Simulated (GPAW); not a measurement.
# SnTe (Fm-3m) in GPAW: further runs, part 2 of 3

GPAW 26.7.0. The steps go on from the part before.

## Step 3: Band structure, PBEsol, spin-orbit coupling, no magnetisation

Contents of run.py:

```python
import numpy as np
from ase import Atoms
from ase.dft.bandgap import bandgap
from ase.io import write
from ase.units import GPa
from gpaw import GPAW, PW, setup_paths
from gpaw.spinorbit import soc_eigenstates

setup_paths.insert(0, '.')

atoms = Atoms(['Te', 'Sn'],
              cell=[[0.0, 3.15085, 3.15085],
                    [3.15085, 0.0, 3.15085],
                    [3.15085, 3.15085, 0.0]],
              scaled_positions=[[0.5, 0.5, 0.5],
                                [0.0, 0.0, 0.0]],
              pbc=True)

calc = GPAW(mode=PW(600),
            xc='PBEsol',
            kpts={'size': (7, 7, 7), 'gamma': True},
            occupations={'name': 'fermi-dirac', 'width': 0.05},
            nbands=19,
            convergence={'density': 1e-05, 'energy': 1e-05},
            maxiter=150,
            txt='gpaw.txt')
atoms.calc = calc
energy = atoms.get_potential_energy()
forces = atoms.get_forces()
stress = atoms.get_stress()
calc.write('gs.gpw')
write('result.traj', atoms)
print(f'Energy: {energy:.6f} eV')
print('Forces (eV/A):')
print(forces.round(4))
print('Stress (GPa):', (stress / GPa).round(3))
print('Fermi level:', round(calc.get_fermi_level(), 4), 'eV')
print(f'Gap: {bandgap(calc)[0]:.4f} eV, direct: {bandgap(calc, direct=True)[0]:.4f} eV')

path = atoms.cell.bandpath('GXWKGLUWLK,UX', npoints=80, eps=1e-4)
bs_calc = calc.fixed_density(kpts=path, symmetry='off', nbands=32,
                             convergence={'bands': 'CBM+6.0', 'eigenstates': 1e-6}, txt='bands.txt')
bs = bs_calc.band_structure()
bs.write('bs.json')
print(f'Gap on the path: {bandgap(bs_calc)[0]:.4f} eV')

soc = soc_eigenstates(bs_calc, theta=0, phi=0)
np.savetxt('soc_bands.dat', soc.eigenvalues(), fmt='%.4f')
mesh = soc_eigenstates('gs.gpw', theta=0, phi=0)
np.savetxt('soc_mesh.dat', mesh.eigenvalues(), fmt='%.4f')
print('Fermi level with spin-orbit coupling:', round(mesh.fermi_level, 4), 'eV')
```

Potentials or basis: PAW data sets generated in the run's folder for this functional, pw.

Started as:

```bash
$ gpaw-setup -f PBEsol Sn Te
$ OMP_NUM_THREADS=1 python run.py
```

gpaw.txt:

```text
__  _  _
 | _ |_)|_||  |
 |__||  | ||/\| - 26.7.0

Input parameters:
  mode=PW(ecut=600.0),
  convergence={'density': 1e-05, 'energy': 1e-05},
  kpts=MonkhorstPack(size=(7, 7, 7), gamma=True),
  maxiter=150,
  nbands=19,
  occupations=Occupations(name='fermi-dirac', width=0.05),
  xc=XC(name='PBEsol')

Diagonalizing LCAO Hamiltonian
Converting LCAO to pw mode

                 Te

       Sn

Atoms  # Å, Bohr magnetons
|   | symbol |        x |        y |        z |    initial magnetic moments |
|---|--------|----------|----------|----------|-----------------------------|
| 0 |     Te | 3.150850 | 3.150850 | 3.150850 | ( 0.0000,  0.0000,  0.0000) |
| 1 |     Sn | 0.000000 | 0.000000 | 0.000000 | ( 0.0000,  0.0000,  0.0000) |

Unit cell  # Å
| periodic |        x |        y |        z |  lengths |    angles |
|----------|----------|----------|----------|----------|-----------|
|      yes | 0.000000 | 3.150850 | 3.150850 | 4.455975 | 60.000000 |
[... 202 lines left out ...]

Energy contributions:
  Kinetic:          11.291477
  Coulomb:         -11.769907
  Zero:              0.125837
  External:          0.000000
  Xc:               -8.256398
  Entropy:          -0.000072
  Spinorbit:         0.000000
  ----------------------------
  Free energy:      -8.609063
  Extrapolated:     -8.609027

dipole moment: (-21.420449, -21.420449, -21.420449)  # |e|*Ang

Fermi level: 6.343
Eigenvalues  # (at kpt = [0.000, 0.000, 0.000])
| band index |      eig [eV] | occ [0-2] |
|------------|---------------|-----------|
|          0 |       -15.484 |     2.000 |
|        ... |               |           |
|          2 |       -15.475 |     2.000 |
|          3 |       -15.475 |     2.000 |
|          4 |       -15.475 |     2.000 |
|          5 |        -6.506 |     2.000 |
|          6 |         1.607 |     2.000 |
|          7 |         4.161 |     2.000 |
[... 9 lines left out ...]
|         17 |        13.227 |     0.000 |
|         18 |        13.227 |     0.000 |

Gap: 0.664 eV
Transition (v -> c):
  (s=0, k=19, n=9, [0.43, 0.43, 0.43]) -> (s=0, k=19, n=10, [0.43, 0.43, 0.43])
No difference between direct/indirect transitions

Forces  # eV/Ang
|       x |        y |       z |
|---------|----------|---------|
| 0.00000 |  0.00000 | 0.00000 |  # Te   0
| 0.00000 | -0.00000 | 0.00000 |  # Sn   1

Stress tensor  # eV/Ang^3
|         x |        y |         z |
|-----------|----------|-----------|
|  0.004070 | 0.000000 | -0.000000 |
|  0.000000 | 0.004070 |  0.000000 |
| -0.000000 | 0.000000 |  0.004070 |

# Writing to gs.gpw (mode='')
```

bands.txt:

```text
Diagonalizing LCAO Hamiltonian
Converting LCAO to pw mode
convergence criteria:
- Maximum integral of absolute [eigenst]ate change: 1e-06 eV^2 / valence electron
maximum number of iterations: 150

SCF iterations
|iter     | |      energy | eigst |  dens |
|---------|-|-------------|-------|-------|
|iter:   1| |             | +0.14 |       |
[... 86 lines left out ...]
         [0.40277778, 0.40277778, 0.69444444],
         [0.38888889, 0.38888889, 0.72222222],
         [0.375     , 0.375     , 0.75      ],
         [0.625     , 0.25      , 0.625     ],
         [0.59375   , 0.1875    , 0.59375   ],
         [0.5625    , 0.125     , 0.5625    ],
         [0.53125   , 0.0625    , 0.53125   ],
         [0.5       , 0.        , 0.5       ]])),
  maxiter=150,
  nbands=32,
  occupations=Occupations(name='fermi-dirac', width=0.05),
  symmetry=Symmetry(point_group=False, time_reversal=False),
  xc=XC(name='PBEsol')
```

It took 66 s on 1 thread of Arm Neoverse V2, shared host; peak memory 0.35 GiB.

What came out:

- Free energy: -8.6091 eV
- Pressure: -0.7 GPa
- Band gap along the path: 0.27 eV, indirect (least direct gap 0.34 eV)

Levels at the corners of the path, in eV from the Fermi level:
| point | band 18 | band 19 | band 20 | band 21 | band 22 | band 23 |
| --- | --- | --- | --- | --- | --- | --- |
| Γ | -1.78 | -1.78 | -1.78 | 2.74 | 2.74 | 3.69 |
| X | -3.95 | -3.46 | -3.46 | 2.16 | 2.16 | 4.53 |
| W | -4.72 | -0.77 | -0.77 | 0.86 | 0.86 | 4.51 |
| K | -3.29 | -2.60 | -2.60 | 2.82 | 2.82 | 3.32 |
| Γ | -1.78 | -1.78 | -1.78 | 2.74 | 2.74 | 3.69 |
| L | -1.46 | -0.14 | -0.14 | 0.20 | 0.20 | 0.33 |
| U | -3.29 | -2.60 | -2.60 | 2.82 | 2.82 | 3.32 |
| W | -4.72 | -0.77 | -0.77 | 0.86 | 0.86 | 4.51 |
| L | -1.46 | -0.14 | -0.14 | 0.20 | 0.20 | 0.33 |
| K | -3.29 | -2.60 | -2.60 | 2.82 | 2.82 | 3.32 |
| U | -3.29 | -2.60 | -2.60 | 2.82 | 2.82 | 3.32 |
| X | -3.95 | -3.46 | -3.46 | 2.16 | 2.16 | 4.53 |

Caveat: this odd mesh misses L, where the gap lies, so gap, dielectric constants and Born charges aren't listed; spin-orbit coupling was added after a scalar SCF, so levels and gaps hold it while energy, forces, pressure and moments don't; this program's spin-orbit splittings come out too wide for heavy elements.

## Step 4: Band structure, PBEint, spin-orbit coupling, no magnetisation

Edit run.py of step 3 so:

```diff
@@ -1,5 +1,4 @@
 import numpy as np
-from ase import Atoms
 from ase.dft.bandgap import bandgap
-from ase.io import write
+from ase.io import read, write
 from ase.units import GPa
@@ -10,13 +9,7 @@
 
-atoms = Atoms(['Te', 'Sn'],
-              cell=[[0.0, 3.15085, 3.15085],
-                    [3.15085, 0.0, 3.15085],
-                    [3.15085, 3.15085, 0.0]],
-              scaled_positions=[[0.5, 0.5, 0.5],
-                                [0.0, 0.0, 0.0]],
-              pbc=True)
+atoms = read('SnTe.cif')
 
 calc = GPAW(mode=PW(600),
-            xc='PBEsol',
-            kpts={'size': (7, 7, 7), 'gamma': True},
+            xc='GGA_X_PBEINT+GGA_C_PBEINT',
+            kpts={'size': (6, 6, 6), 'gamma': True},
             occupations={'name': 'fermi-dirac', 'width': 0.05},
@@ -46,5 +39,5 @@
 
-soc = soc_eigenstates(bs_calc, theta=0, phi=0)
+soc = soc_eigenstates(bs_calc, theta=90, phi=0)
 np.savetxt('soc_bands.dat', soc.eigenvalues(), fmt='%.4f')
-mesh = soc_eigenstates('gs.gpw', theta=0, phi=0)
+mesh = soc_eigenstates('gs.gpw', theta=90, phi=0)
 np.savetxt('soc_mesh.dat', mesh.eigenvalues(), fmt='%.4f')
```

Contents of SnTe.cif:

```cif
data_SnTe
_cell_length_a 4.45597480
_cell_length_b 4.45597480
_cell_length_c 4.45597480
_cell_angle_alpha 60.00000000
_cell_angle_beta 60.00000000
_cell_angle_gamma 60.00000000
_space_group_name_H-M_alt 'P1'
_space_group_name_Hall 'P 1'
_space_group_IT_number 1
loop_
_space_group_symop_operation_xyz
'x,y,z'
loop_
_atom_site_label
_atom_site_type_symbol
_atom_site_symmetry_multiplicity
_atom_site_Wyckoff_symbol
_atom_site_fract_x
_atom_site_fract_y
_atom_site_fract_z
_atom_site_occupancy
Te1 Te 1 a 0.5000000000 0.5000000000 0.5000000000 1
Sn1 Sn 1 a 0.0000000000 0.0000000000 0.0000000000 1
```

Potentials or basis: PAW data sets generated in the run's folder for this functional, pw.

Started as:

```bash
$ gpaw-setup -f GGA_X_PBEINT+GGA_C_PBEINT Sn Te
$ OMP_NUM_THREADS=1 python run.py
```

gpaw.txt:

```text
__  _  _
 | _ |_)|_||  |
 |__||  | ||/\| - 26.7.0

Input parameters:
  mode=PW(ecut=600.0),
  convergence={'density': 1e-05, 'energy': 1e-05},
  kpts=MonkhorstPack(size=(6, 6, 6), gamma=True),
  maxiter=150,
  nbands=19,
  occupations=Occupations(name='fermi-dirac', width=0.05),
  xc=XC(name='GGA_X_PBEINT+GGA_C_PBEINT')

Diagonalizing LCAO Hamiltonian
Converting LCAO to pw mode

                    Te

       Sn

Atoms  # Å, Bohr magnetons
|   | symbol |        x |        y |        z |    initial magnetic moments |
|---|--------|----------|----------|----------|-----------------------------|
| 0 |     Te | 4.455975 | 2.572658 | 1.819144 | ( 0.0000,  0.0000,  0.0000) |
| 1 |     Sn | 0.000000 | 0.000000 | 0.000000 | ( 0.0000,  0.0000,  0.0000) |

Unit cell  # Å
| periodic |        x |        y |        z |  lengths |    angles |
|----------|----------|----------|----------|----------|-----------|
|      yes | 4.455975 | 0.000000 | 0.000000 | 4.455975 | 60.000000 |
|      yes | 2.227987 | 3.858987 | 0.000000 | 4.455975 | 60.000000 |
|      yes | 2.227987 | 1.286329 | 3.638288 | 4.455975 | 60.000000 |
[... 203 lines left out ...]
  Coulomb:         -12.411894
  Zero:              0.120623
  External:          0.000000
  Xc:               -7.988147
  Entropy:          -0.001746
  Spinorbit:         0.000000
  ----------------------------
  Free energy:      -8.262754
  Extrapolated:     -8.261881

dipole moment: (-30.226317, -17.451172, -12.339842)  # |e|*Ang

Fermi level: 6.416
Eigenvalues  # (at kpt = [0.000, 0.000, 0.000])
| band index |      eig [eV] | occ [0-2] |
|------------|---------------|-----------|
|          0 |       -15.450 |     2.000 |
|        ... |               |           |
|          2 |       -15.442 |     2.000 |
|          3 |       -15.442 |     2.000 |
|          4 |       -15.442 |     2.000 |
|          5 |        -6.417 |     2.000 |
|          6 |         1.734 |     2.000 |
|          7 |         4.234 |     2.000 |
[... 9 lines left out ...]
|         17 |        13.264 |     0.000 |
|         18 |        13.264 |     0.000 |

Gap: 0.160 eV
Transition (v -> c):
  (s=0, k=15, n=9, [0.50, 0.50, 0.50]) -> (s=0, k=15, n=10, [0.50, 0.50, 0.50])
No difference between direct/indirect transitions

Forces  # eV/Ang
|       x |       y |        z |
|---------|---------|----------|
| 0.00000 | 0.00000 | -0.00000 |  # Te   0
| 0.00000 | 0.00000 |  0.00000 |  # Sn   1

Stress tensor  # eV/Ang^3
|        x |        y |        z |
|----------|----------|----------|
| 0.000313 | 0.000000 | 0.000000 |
| 0.000000 | 0.000313 | 0.000000 |
| 0.000000 | 0.000000 | 0.000313 |

# Writing to gs.gpw (mode='')
```

stdout:

```text
Energy: -8.261881 eV
Forces (eV/A):
[[ 0.  0. -0.]
 [ 0.  0.  0.]]
Stress (GPa): [0.05 0.05 0.05 0.   0.   0.  ]
Fermi level: 6.4159 eV
Gap: 0.1599 eV, direct: 0.1599 eV
Gap on the path: 0.1357 eV
Fermi level with spin-orbit coupling: 6.378 eV
```

bands.txt:

```text
Diagonalizing LCAO Hamiltonian
Converting LCAO to pw mode
convergence criteria:
- Maximum integral of absolute [eigenst]ate change: 1e-06 eV^2 / valence electron
maximum number of iterations: 150

SCF iterations
|iter     | |      energy | eigst |  dens |
|---------|-|-------------|-------|-------|
[... 87 lines left out ...]
         [0.40277778, 0.40277778, 0.69444444],
         [0.38888889, 0.38888889, 0.72222222],
         [0.375     , 0.375     , 0.75      ],
         [0.625     , 0.25      , 0.625     ],
         [0.59375   , 0.1875    , 0.59375   ],
         [0.5625    , 0.125     , 0.5625    ],
         [0.53125   , 0.0625    , 0.53125   ],
         [0.5       , 0.        , 0.5       ]])),
  maxiter=150,
  nbands=32,
  occupations=Occupations(name='fermi-dirac', width=0.05),
  symmetry=Symmetry(point_group=False, time_reversal=False),
  xc=XC(name='GGA_X_PBEINT+GGA_C_PBEINT')
```

It took 29 s on 1 thread of AMD EPYC 9R45 (Zen 5), shared host; peak memory 0.34 GiB.

What came out:

```yaml
Free_energy: -8.2628 eV
Pressure: -0.1 GPa
Band_gap_on_the_k_mesh: 0.34 eV, direct
Band_gap_along_the_path: 0.27 eV, indirect (least direct gap 0.34 eV)
```

Levels at the corners of the path, in eV from the valence-band top:
```
point  band 16  band 17  band 18  band 19  band 20  band 21  band 22  band 23  band 24  band 25
    Γ    -2.58    -1.66    -1.66    -1.66    -1.66     2.89     2.89     3.83     3.83     3.83
    X    -5.46    -3.83    -3.83    -3.34    -3.34     2.27     2.27     4.69     4.69     5.51
    W    -4.80    -4.60    -4.60    -0.64    -0.64     1.00     1.00     4.64     4.64     4.88
    K    -5.06    -3.17    -3.17    -2.48    -2.48     2.96     2.96     3.45     3.45     4.35
    Γ    -2.58    -1.66    -1.66    -1.66    -1.66     2.89     2.89     3.83     3.83     3.83
    L    -2.00    -1.34    -1.34     0.00     0.00     0.34     0.34     0.46     0.46     0.71
    U    -5.06    -3.17    -3.17    -2.48    -2.48     2.96     2.96     3.45     3.45     4.35
    W    -4.80    -4.60    -4.60    -0.64    -0.64     1.00     1.00     4.64     4.64     4.88
    L    -2.00    -1.34    -1.34     0.00     0.00     0.34     0.34     0.46     0.46     0.71
    K    -5.06    -3.17    -3.17    -2.48    -2.48     2.96     2.96     3.45     3.45     4.35
    U    -5.06    -3.17    -3.17    -2.48    -2.48     2.96     2.96     3.45     3.45     4.35
    X    -5.46    -3.83    -3.83    -3.34    -3.34     2.27     2.27     4.69     4.69     5.51
```

Caveat: spin-orbit coupling was added after a scalar SCF, so levels and gaps hold it while energy, forces, pressure and moments don't; this program's spin-orbit splittings come out too wide for heavy elements.

[end of part 2 of 3]
